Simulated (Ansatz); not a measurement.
Crystal: TiO2.

```
Ti O
1.0
     2.96826    0.00000    0.00000
     0.00021    4.70761    0.00000
     1.48357    0.24235    7.08346
Ti O
3 6
Direct
  0.00337 0.00039 0.00070
  0.34464 0.48026 0.31696
  0.66171 0.52047 0.68450
  0.44004 0.18544 0.12854
  0.77793 0.29773 0.45188
  0.10124 0.30895 0.80624
  0.90650 0.69184 0.19517
  0.22941 0.70301 0.54951
  0.56803 0.81530 0.87283
```

The cell comes from a database or a generator and needn't be the stable form of this composition.

| Item | Value |
| --- | --- |
| Program | Ansatz 0.2.0 |
| Task | relaxation of cell and atoms |
| Functional | RPBE |
| Potentials or basis | Ansatz PAW |
| Cutoff | 420 eV (not typed: the program's choice for these potentials) |
| k mesh | 9 × 6 × 4 |
| Occupations | fermi-dirac, width 0.05 eV |
| Spin | no spin polarisation |

At the start: volume 11.00 Å³/atom.

Problem. How do energy, volume and symmetry change on relaxing?

Solution. It ends after 23 steps and the volume is 11.64 Å³/atom (+5.8 %); space group P1 (No. 1, to 0.05 Å).

The path:
```csv
step,energy change (eV),largest force (eV/Å),volume (Å³)
1,0.0000,0.3163,98.98
2,-0.0852,0.1713,102.34
3,-0.0907,0.0634,103.40
4,-0.0909,0.0524,103.54
5,-0.0912,0.0438,103.56
6,-0.0915,0.0268,103.56
7,-0.0917,0.0179,103.55
8,-0.0919,0.0089,103.55
9,-0.0920,0.0063,103.54
10,-0.0919,0.0096,103.56
11,-0.0920,0.0082,103.54
12,-0.0920,0.0102,103.54
13,-0.0922,0.0373,103.52
14,-0.0924,0.0604,103.50
15,-0.0985,0.0400,103.94
16,-0.0987,0.0323,104.02
17,-0.0988,0.0555,104.04
18,-0.0990,0.0146,104.29
19,-0.0992,0.0051,104.25
20,-0.1268,0.0051,104.25
21,-0.1256,0.0349,104.79
22,-0.1258,0.0027,104.77
23,-0.1279,0.0028,104.77
```

Final structure:
```xyz
9
Lattice="3.0082 0.0085 -0.0056 0.0137 4.8464 -0.0222 1.4909 0.2203 7.1823" Properties=species:S:1:pos:R:3 pbc="T T T"
Ti   -0.1233    0.0019    0.0053
Ti    1.4367    2.4322    2.2629
Ti    3.1215    2.6464    4.9022
O     1.5409    0.9384    0.9193
O     3.0459    1.5826    3.2188
O     1.5156    1.6598    5.7765
O     3.0544    3.4206    1.3869
O     1.5225    3.4946    3.9460
O     3.0453    4.1424    6.2452
```

Caveat: the plane-wave basis is chosen anew once the cell has moved, so the energies of steps on either side of that aren't comparable; the pressure holds a Pulay correction of +0.6 GPa for the finite cutoff; the PAW data sets come from PBE, with cores solved anew for the run's functional, which leaves a small shift of forces and pressure.
